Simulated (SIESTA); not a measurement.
# BaTiO3 in SIESTA: the effect of functional

Crystal: BaTiO3.

```xyz
5
Lattice="3.9998 0.0000 0.0000 0.0000 3.9998 0.0000 0.0000 0.0000 4.0180" Properties=species:S:1:pos:R:3 pbc="T T T"
Ba    0.0000    0.0000    0.0000
Ti    1.9999    1.9999    1.9688
O     0.0000    1.9999    2.0773
O     1.9999    0.0000    2.0773
O     1.9999    1.9999    0.0763
```

Alike in all runs:

| Quantity | Value |
| --- | --- |
| Program | SIESTA 5.4.2 |
| Task | band structure |
| Basis | DZP (energy shift 0.003 Ry; two zetas on semicore shells; d shell added on Ba) |
| Grid cutoff | 800 Ry |
| Energy shift | 0.003 Ry |
| k mesh | 7 × 7 × 7 |
| Occupations | fermi-dirac, width 0.05 eV |
| Spin | no spin polarisation |

Problem. One run gave: gap on the mesh 1.77 eV; pressure -0.9 GPa; largest force 0.30 eV/Å. Which functional did it use?
A. AM05
B. vdW-DF-cx
C. BLYP

Solution. A.

| functional | potentials or basis | gap on the mesh (eV) | pressure (GPa) | largest force (eV/Å) |
| --- | --- | --- | --- | --- |
| AM05 | PseudoDojo 0.4 standard (PBEsol files) | 1.77 | -0.9 | 0.30 |
| BLYP | PseudoDojo 0.4 standard (PBE files) | 1.85 | 10.8 | 0.14 |
| vdW-DF-cx | PseudoDojo 0.4 standard (PBE files) | 1.81 | -0.3 | 0.20 |

Caveats: this set's barium file shifts pressures by up to 1 GPa against other sets; the potentials were made for another functional, which shifts forces and pressure; spin-orbit coupling is left out, which moves the levels of the heavy elements; the mesh misses the band edges, which the band path finds closer together; the basis of atomic orbitals isn't converged, which shifts pressures, moduli and gaps.
